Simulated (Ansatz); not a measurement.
# WSe₂ (P6_3/mmc), frozen normal mode

Method: DFT PBE, scalar-relativistic, plane waves, PAW (Ansatz). Settings: plane waves to 420 eV, k-mesh 12×12×2 (Γ-centred), Gaussian smearing 0.05 eV. Spin–orbit coupling is left out, which can shift energies with elements as heavy as these. No spin polarisation. Energies are free energies at this smearing, counted from the undisturbed cell; pressure is positive in compression.

The starting cell (relaxed at this level):

```xyz
6
Lattice="3.3207 0.0000 0.0000 -1.6603 2.8758 0.0000 0.0000 0.0000 15.2573" Properties=species:S:1:pos:R:3 pbc="T T T"
W     0.0000    1.9172    3.8143
W     1.6603    0.9586   11.4430
Se    0.0000    1.9172    9.7650
Se    1.6603    0.9586    2.1363
Se    0.0000    1.9172   13.1210
Se    1.6603    0.9586    5.4923
```

The cell holds layers and no dispersion correction was added, so their binding is poorly described.

A zone-centre mode of this cell is frozen in: each atom moves by x times its row below, so x is the largest displacement.
```
atom ux uy uz
  W1  -0.608  -0.608  0.000
  W2   0.000   0.000  0.000
 Se3   0.000   0.000  0.000
 Se4   0.707   0.707  0.000
 Se5   0.000   0.000  0.000
 Se6   0.707   0.707  0.000
```

```
  x (Å)  ΔE (meV/cell)
-0.2000         1109.7
-0.1000          296.8
 0.0000            0.0
 0.0500           77.7
 0.1500          701.2
 0.2000         1239.3
```

Q: Predict the pressure (GPa) at each point.

A:
| x (Å) | pressure (GPa) |
| --- | --- |
| -0.2000 | 2.6 |
| -0.1000 | 0.7 |
| 0.0000 | 0.0 |
| 0.0500 | 0.2 |
| 0.1500 | 1.9 |
| 0.2000 | 3.4 |

Cost: 6 runs of about 5 core-minutes in all, on Intel Xeon 6975P-C (Granite Rapids) (shared hosts).